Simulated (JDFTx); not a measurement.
Input of a JDFTx 1.7.0 (patched build) run:

Contents of Al.in:

```
lattice \
    5.0465150985     0.0000000000     0.0000000000 \
    0.0000000000     5.0974899985     0.0000000000 \
    0.0000000000     0.0000000000     5.0974899985
coords-type Lattice
ion Al     0.0000000000     0.0000000000     0.0000000000 1

ion-species pseudo/Al.upf
elec-cutoff 26
elec-ex-corr gga-PBEsol
kpoint-folding 5 5 5
elec-smearing Cold 0.0018374661
elec-n-bands 6
spintype z-spin
initial-magnetic-moments Al 0.27
elec-initial-magnetization 0.27 no
electronic-SCF nIterations 100 energyDiffThreshold 1e-10
electronic-minimize nIterations 30 energyDiffThreshold 1e-7
forces-output-coords Cartesian
ionic-minimize nIterations 20 energyDiffThreshold 1e-8 knormThreshold 2e-5

dump-name run.$VAR
dump End Ecomponents EigStats BandEigs Kpoints Forces Stress
```

Potentials or basis: PseudoDojo-SR-PBEsol-0.4-stringent with smoothed tails.

Command:

```console
$ jdftx -c 1 -i Al.in -o Al.out
```

(1) What does it give for the absolute moment?

(2) Estimate the band gap on the k mesh.

Answers

(1) 0.00 μB per cell.

(2) none (metal or under the smearing width).

Caveat: the k mesh is coarse (spacing up to 0.47 Å⁻¹), so the values aren't converged; the relaxation stopped at its first step, so nothing moved.
